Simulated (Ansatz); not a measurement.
C:

```
C
1.0
     1.23319    0.71198    8.28262
    -1.23319    0.71198    8.28262
     0.00000   -1.42396    8.28262
C
4
Direct
  0.08717 0.08717 0.08717
  0.75385 0.75385 0.75385
  0.24615 0.24615 0.24615
  0.91283 0.91283 0.91283
```

This isn't the form of C at room conditions, which is graphite.

| Item | Value |
| --- | --- |
| Program | Ansatz 0.2.0 |
| Task | single point |
| Functional | PBE |
| Potentials or basis | Ansatz PAW |
| Cutoff | 420 eV (not typed: the program's choice for these potentials) |
| k mesh | 12 × 12 × 12 |
| Occupations | fermi-dirac, width 0.05 eV |
| Spin | no spin polarisation |

On this cell: pressure 0.1 GPa; largest force 0.011 eV/Å; band gap on the k mesh 0.18 eV, direct.

The same run follows on a disturbed copy (atoms moved at random, drawn with an rms of 0.05 Å):

```xyz
4
Lattice="1.2332 0.7120 8.2826 -1.2332 0.7120 8.2826 0.0000 -1.4240 8.2826" Properties=species:S:1:pos:R:3 pbc="T T T"
C     0.0135    0.0141    2.1418
C    -0.0203    0.0151   18.7183
C    -0.0213   -0.0497    6.0999
C    -0.0221    0.0271   22.6956
```

Task: What changes?

Result: The energy moves by +49.5 meV/atom; pressure 1.5 GPa; largest force 4.475 eV/Å; band gap on the k mesh 0.40 eV, indirect (least direct gap 0.43 eV).

Forces on the atoms (eV/Å):
```
C   -1.694 -0.004  0.178
C    1.694  0.004 -0.198
C   -0.042  4.447  0.500
C    0.042 -4.447 -0.480
```

Stress tensor (GPa, compression positive):
```
-1.35  1.05  0.07
 1.05  5.52 -0.50
 0.07 -0.50  0.25
```

A k mesh can miss the band edges.
